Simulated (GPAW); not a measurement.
Runs of GPAW 26.7.0 on BaTiO3. Symmetry: Pm-3m, No. 221, cubic system. The conventional cell has a = 4.006 Å, b = 4.006 Å, c = 4.006 Å, α = 90.00°, β = 90.00°, γ = 90.00°. Around Ba (site symmetry m-3m) lie 12 O at 2.83 Å. Around Ti (site symmetry m-3m) lie 6 O at 2.00 Å. O (site symmetry 4/mmm) is surrounded by 2 Ti at 2.00 Å. 

```csv
task,level,potentials or basis,spin,U,band path,band points,spin axis theta (degrees),spin axis phi (degrees),soc after scf,gap on the mesh (eV),pressure (GPa)
single point,TB-mBJ,"GPAW PAW data sets for LDA (gpaw-data 1.2.1), pw",off,-,-,-,-,-,-,2.50,-
band structure,LDA+U,"the program's PAW data sets (release 1.2.1) made for this functional, pw",off,Ti d U = 5 eV,"GXMGRX,MR",80,-,-,-,2.38,(b)
band structure,LDA,"the program's PAW data sets (release 1.2.1) made for this functional, pw","SOC, no magnetisation",-,"GXMGRX,MR",60,90,45,second variation,1.67,-7.9
band structure,GLLB-SC,"the program's PAW data sets (release 1.2.1) made for this functional, pw",off,-,"GXMGRX,MR",80,-,-,-,(a),-
```

Alike in all rows: cell as given; k mesh 6 × 6 × 6; cutoff (eV) 800; smearing fermi-dirac 0.05 eV.

Task: Estimate the missing entries.

Result: (a) 3.71; (b) -5.7.

Caveats: spin-orbit coupling is left out, which moves the levels of the heavy elements (some runs); a model potential gives levels but no total energy (some runs); the PAW data sets were made with another functional, which shifts forces and pressure a little (some runs); spin-orbit coupling was added after a scalar SCF, so levels and gaps hold it while energy, forces, pressure and moments don't (some runs); this program's spin-orbit splittings come out too wide for heavy elements (some runs); the GLLB-SC gap is the Kohn-Sham gap of the path plus the derivative discontinuity (some runs).

A k mesh can miss the band edges, and rows without SOC leave out spin-orbit coupling on Ba.
